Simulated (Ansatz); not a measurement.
# BN: a stretch of c alone

An exercise on one series of results from a longer session: the logs are not shown, and one member is left open.

Computed with Ansatz 0.2.0 (DFT PBE, scalar-relativistic, plane waves, PAW, unless a step's input says otherwise).

### The system as given

Symmetry: P6_3/mmc, No. 194, hexagonal system. Conventional cell: a = 2.512 Å, b = 2.512 Å, c = 8.343 Å, α = 90.00°, β = 90.00°, γ = 120.00°. Around B (site symmetry -6m2) lie 3 N at 1.45 Å. Around N (site symmetry -6m2) lie 3 B at 1.45 Å.

Structure file:

```cif
data_structure
_symmetry_space_group_name_H-M 'P 1'
_symmetry_Int_Tables_number 1
_cell_length_a 2.5122
_cell_length_b 2.5122
_cell_length_c 8.3432
_cell_angle_alpha 90.000
_cell_angle_beta 90.000
_cell_angle_gamma 120.000
_cell_volume 45.60
loop_
_atom_site_label
_atom_site_type_symbol
_atom_site_fract_x
_atom_site_fract_y
_atom_site_fract_z
_atom_site_occupancy
B1 B 0.33333 0.66667 0.25000 1
B2 B 0.66667 0.33333 0.75000 1
N1 N 0.33333 0.66667 0.75000 1
N2 N 0.66667 0.33333 0.25000 1
```

It goes back to an entry of the Materials Project.

It is the result of an earlier relaxation at this level (volume 11.40 Å³/atom; gap on the mesh: 4.40 eV).

The unstrained cell comes from an earlier run at this level (4 atoms, E(σ→0) -1084.8611 eV, gap 4.40 eV over the zone).

The first run:

Contents of input.yaml:

```yaml
crystal:
  lattice:
    - [2.5121811355, 0.0, 0.0]
    - [-1.2560905678, 2.1756126823, 0.0]
    - [0.0, 0.0, 8.1763003273]
  atoms:
    - { symbol: B, position: [0.3333333333, 0.6666666667, 0.25] }
    - { symbol: B, position: [0.6666666667, 0.3333333333, 0.75] }
    - { symbol: "N", position: [0.3333333333, 0.6666666667, 0.75] }
    - { symbol: "N", position: [0.6666666667, 0.3333333333, 0.25] }
basis:
  ecutwfc: 420
kpoints:
  mp_grid: { grid: [12, 12, 4] }
hamiltonian:
  xc: pbe
scf:
  occupations: { method: gaussian, width: 0.02 }
output:
  forces: true
  stress: true
  eigenvalues: true
  write_density: true
  write_potential: true
  elf: true
  volumetric_format: npy
```

On the command line:

```
ansatz run input.yaml --threads 1 --pin off --max-ram 2560MiB --backend cpu --events-out ev --progress --plain --runs-dir out
```

Steps of the session up to this table: The cell strained by -2.0 %; Band edges over the zone at -2.0 %; The cell strained by +2.0 %; The gap over the whole zone at +2.0 %; Strain -4.0 %; Band edges over the zone at -4.0 %; At +4.0 %; The gap over the whole zone at +4.0 %; At -6.0 %; Band edges over the zone at -6.0 %; Strain +6.0 %; Seeking the band edges at +6.0 %.

One table of the session follows, with a row left open; its other results are not shown here.

It belongs to the step «Energy, stress and gap against strain». Lengths are those of the vectors of the cell that was run; stresses in GPa:

| strain (%) | ΔE (meV/atom) | c (Å) |
| --- | --- | --- |
| -6.0 | 0.6 | 7.843 |
| -4.0 | ? | ? |
| -2.0 | 0.1 | 8.176 |
| +0.0 | 0.0 | 8.343 |
| +2.0 | 0.0 | 8.510 |
| +4.0 | 0.0 | 8.677 |
| +6.0 | 0.0 | 8.844 |

**Question.** Estimate the row for strain (%) = -4.0.

Worked estimate for «ΔE (meV/atom)». A straight line through the neighbours (-6.0, 0.6) and (-2.0, 0.1) gives 0.6 + (0.1 − 0.6) × (-4.0 + 6.0) / (-2.0 + 6.0) = 0.3; a parabola fitted to 3 rows on both sides gives 0.3.

The run gave: ΔE (meV/atom): 0.3; c (Å): 8.009. In «ΔE (meV/atom)» the line misses by 0.0 and the parabola by 0.0.

ΔE is over the unstrained cell. Stress in GPa, positive in compression, on the Cartesian axes of the input.

Limits of these values: The cell is layered and no dispersion term is used, so the spacing and stiffness across the layers are uncertain.
